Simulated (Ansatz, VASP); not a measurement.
BN: VASP beside Ansatz

INCAR

```
SYSTEM = BN
  ALGO = Normal
  EDIFF = 1E-7
  ENCUT = 520
  GGA = PE
  ISIF = 2
  ISMEAR = -1
  LASPH = .True.
  LCHARG = .False.
  LREAL = .False.
  LWAVE = .False.
  NBANDS = 11
  NELM = 80
  PREC = Accurate
  SIGMA = 0.05
```

Contents of KPOINTS:

```
k-points
0
Gamma
  13 13 9
  0 0 0
```

File POSCAR:

```
BN
1.0
    2.5246509505      0.0000000000      0.0000000000
   -1.2549673680      2.1906435874      0.0000000000
   -0.6348417913     -1.0953217937      3.0425574046
N B
1 1
Direct
    0.6685060000      0.3323850000      0.9849990000
    0.9796430000      0.9834990000      0.0018060000
```

File input.yaml:

```yaml
crystal:
  lattice:
    - [2.5246509505, 0.0, 0.0]
    - [-1.254967368, 2.1906435874, 0.0]
    - [-0.6348417913, -1.0953217937, 3.0425574046]
  atoms:
    - { symbol: "N", position: [0.668506, 0.332385, 0.984999] }
    - { symbol: B, position: [0.979643, 0.983499, 0.001806] }
hamiltonian:
  xc: pbe
  pseudopotentials: { kind: paw }
kpoints:
  mp_grid: { grid: [13, 13, 9] }
scf:
  occupations: { method: fermi_dirac, width: 0.05 }
output:
  forces: true
  stress: true
  eigenvalues: true
```

Change from the starting cell: volume scaled by 1.02.

Alike in both runs: task single point; functional PBE; k mesh 13 × 13 × 9; occupations fermi-dirac, width 0.05 eV; no spin polarisation.

|  | VASP | Ansatz |
| --- | --- | --- |
| version | VASP 6.6.1 | Ansatz 0.2.0 |
| potentials or method | VASP PAW PBE potentials, release 64 (N, B) | Ansatz PAW |
| plane-wave cutoff (eV) | 520 | 420 |
| valence electrons in the cell | 8 | 8 |

```csv
,VASP,Ansatz,Ansatz less VASP
gap on the k mesh at the Fermi level (eV),2.85,2.86,+0.009
least direct gap on the mesh (eV),4.49,4.49,+0.003
pressure (GPa),-0.2,-0.2,-0.03
largest component of the traceless stress (GPa),8.99,9.07,+0.088
rms of the force components (eV/Å),1.504,1.506,+0.0027
```

Atom by atom the forces differ by 0.003 eV/Å (rms over components). The functional is the same, so the differences come from potentials, cutoffs and numerics.

Caveats: forces of over 1 eV/Å show positions far from the minimum, so gaps and moduli don't describe the material at rest; an odd mesh through Γ misses points on the zone boundary, where band edges often lie (VASP); odd divisions of the mesh miss points on the zone boundary, where band edges often lie, so the gap on the mesh can be too wide (Ansatz); the pressure holds a Pulay correction of +0.6 GPa for the finite cutoff (Ansatz).
